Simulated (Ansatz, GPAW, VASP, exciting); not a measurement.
**Si: programs and potentials compared**

```xyz
2
Lattice="0.0000 2.7219 2.7219 2.7219 0.0000 2.7219 2.7219 2.7219 0.0000" Properties=species:S:1:pos:R:3 pbc="T T T"
Si    2.7219    2.7219    2.7219
Si    4.0828    4.0828    4.0828
```

Alike in all runs: task single point; functional PBE; k mesh 8 × 8 × 8; occupations gaussian, width 0.011 eV; no spin polarisation; no spin-orbit coupling. Pressure is positive in compression and, in plane waves, holds the error of the finite cutoff, which Ansatz's Pulay term estimates and takes out.

```json
{"program and potentials": "Ansatz, Ansatz PAW", "plane-wave cutoff (eV)": "420", "notes": "Pulay term of +0.02 GPa included", "band gap (eV)": "0.63", "pressure (GPa)": "1.34"}
{"program and potentials": "VASP, PBE PAW files Si, 520 eV", "plane-wave cutoff (eV)": "520", "notes": "-", "band gap (eV)": "0.63", "pressure (GPa)": "1.26"}
{"program and potentials": "Ansatz, all-electron LAPW, scalar-relativistic", "plane-wave cutoff (eV)": "-", "notes": "-", "band gap (eV)": "0.63", "pressure (GPa)": "1.31"}
{"program and potentials": "exciting, all-electron LAPW+lo, shipped species files, valence relativity iora*", "plane-wave cutoff (eV)": "-", "notes": "-", "band gap (eV)": "0.63", "pressure (GPa)": "-"}
{"program and potentials": "GPAW, GPAW PAW data sets (gpaw-data 1.2.1)", "plane-wave cutoff (eV)": "600", "notes": "-", "band gap (eV)": "0.62", "pressure (GPa)": "1.61"}
```

The band gap spans 0.62 (GPAW, GPAW PAW data sets (gpaw-data 1.2.1)) to 0.63 eV (exciting, all-electron LAPW+lo, shipped species files, valence relativity iora*), with all-electron results at 0.63. The pressure spans 1.26 (VASP, PBE PAW files Si, 520 eV) to 1.61 GPa (GPAW, GPAW PAW data sets (gpaw-data 1.2.1)), with all-electron results at 1.31. The gap is indirect and read on the mesh alone.

The functional is the same throughout but for its coding, so the spread measures potentials, basis and numerics; runs on potential files found faulty are left out.

The band gap is practically independent of the potential, while the pressure separates the programs more clearly: GPAW lies at 1.61 GPa, against 1.31 GPa for all-electron LAPW, with the other two PAW results close to the latter. The gap is robust because both band edges come from the 3s and 3p valence states, well separated from the compact neon-like core. Pressure is a volume derivative of the total energy and so reacts to small errors that barely move the bands; GPAW's excess probably stems from its data set or the numerics of its stress.

The positive sign in every computed pressure means that this cell is smaller than the PBE equilibrium cell, in line with the functional's known slight underbinding of silicon. The gap of about 0.63 eV is far below experiment, as expected of Kohn-Sham gaps from a semilocal functional, which lacks the derivative discontinuity. A single volume can't show whether the pressure differences reflect a shifted equilibrium volume or a different stiffness.
